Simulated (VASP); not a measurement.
Te:

```
Te
1.0
     4.45400    0.00000    0.00000
    -2.22700    3.85728    0.00000
     0.00000    0.00000    5.92400
Te
3
Direct
  0.26900 0.00000 0.33333
  0.00000 0.26900 0.66667
  0.73100 0.73100 0.00000
```

| Item | Value |
| --- | --- |
| Program | VASP 6.6.1 |
| Task | relaxation of cell and atoms |
| Functional | PBE |
| Potentials or basis | VASP PAW PBE potentials, release 64 (Te) |
| Cutoff | 400 eV |
| k mesh | 9 × 9 × 6 |
| Occupations | gaussian, width 0.03 eV |
| Spin | no spin polarisation |

At the start: pressure 1.4 GPa; volume 33.93 Å³/atom.

How do energy, volume and symmetry change on relaxing?

Over 14 steps the energy falls by 4.6 meV/atom and the volume is 35.02 Å³/atom (+3.2 %); space group P3_121 (No. 152, to 0.05 Å).

The path:
```tsv
step	energy change (eV)	largest force (eV/Å)	pressure (GPa)	volume (Å³)
1	0.0000	0.1621	1.44	101.78
2	-0.0075	0.1021	-0.83	106.33
3	-0.0132	0.0027	0.02	104.48
4	-0.0132	0.0058	-0.01	104.54
5	-0.0133	0.0077	-0.01	104.61
6	-0.0136	0.0130	-0.02	104.83
7	-0.0136	0.0143	-0.02	104.88
8	-0.0137	0.0040	0.05	104.79
9	-0.0137	0.0058	0.04	104.81
10	-0.0137	0.0040	0.03	104.86
11	-0.0137	0.0014	0.01	105.04
12	-0.0137	0.0018	0.01	105.05
13	-0.0137	0.0022	-0.01	105.11
14	-0.0137	0.0001	0.00	105.07
```

Final structure:
```xyz
3
Lattice="4.5128 0.0000 0.0000 -2.2564 3.9082 0.0000 0.0000 0.0000 5.9576" Properties=species:S:1:pos:R:3 pbc="T T T"
Te    1.2140    0.0000    1.9859
Te   -0.6070    1.0514    3.9718
Te    1.6494    2.8568    5.9576
```
